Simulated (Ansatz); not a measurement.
## Perturbing Si3N4

Base: an entry of the Crystallography Open Database (COD) whose atoms were relaxed with PBE, the cell held.

```yaml
crystal:
  lattice:
    - [7.59500, 0.00000, 0.00000]
    - [-3.79750, 6.57746, 0.00000]
    - [0.00000, 0.00000, 2.90230]
  atoms:
    - { symbol: Si, position: [0.76732, 0.17356, 0.32564] }
    - { symbol: Si, position: [0.59376, 0.76732, 0.82564] }
    - { symbol: Si, position: [0.82644, 0.59376, 0.32564] }
    - { symbol: Si, position: [0.23268, 0.82644, 0.82564] }
    - { symbol: Si, position: [0.40624, 0.23268, 0.32564] }
    - { symbol: Si, position: [0.17356, 0.40624, 0.82564] }
    - { symbol: N, position: [0.02936, 0.32975, 0.32565] }
    - { symbol: N, position: [0.69961, 0.02936, 0.82565] }
    - { symbol: N, position: [0.67025, 0.69961, 0.32565] }
    - { symbol: N, position: [0.97064, 0.67025, 0.82565] }
    - { symbol: N, position: [0.30039, 0.97064, 0.32565] }
    - { symbol: N, position: [0.32975, 0.30039, 0.82565] }
    - { symbol: N, position: [0.33333, 0.66667, 0.82553] }
    - { symbol: N, position: [0.66667, 0.33333, 0.32553] }
```

Sites (sets of like atoms) are named by element and the number of their first atom in this list.

Method: Kohn–Sham DFT in Ansatz, PBE, plane waves and PAW, scalar-relativistic, 420 eV cutoff, Γ-centred 4×4×10 k-points, Fermi–Dirac smearing 0.02 eV.

Gradients in 10²¹ V/m²:

| site | atoms | V_zz base | η base | V_zz variant | η variant |
| --- | --- | --- | --- | --- | --- |
| Si | 1, 2, 3, 4, 5, … | 0.99 | 0.42 | 1.13 | 0.65 |
| N7 | 7, 8, 9, 10, 11, … | -4.90 | 0.07 | -5.24 | 0.25 |
| N13 | 13, 14 | -4.83 | 0.00 | -4.96 | 0.00 |

Problem. Which change was made?
A. volume scaled by 1.06, ions relaxed
B. volume scaled by 0.98, ions relaxed
C. z compressed by 1 %, ions relaxed
D. z stretched by 3 %, ions relaxed

Solution. D. The largest change of V_zz is on N7, from -4.90 to -5.24. In per cent, |V_zz| changes by +14 on Si, +3 to +7 on N (all sites that start above 0.5). Where |V_zz| stays above 0.1, η moves most on Si, from 0.42 to 0.65.

For the base: At this cell the PBE pressure is 6 GPa, so with PBE the cell would grow if it were relaxed.
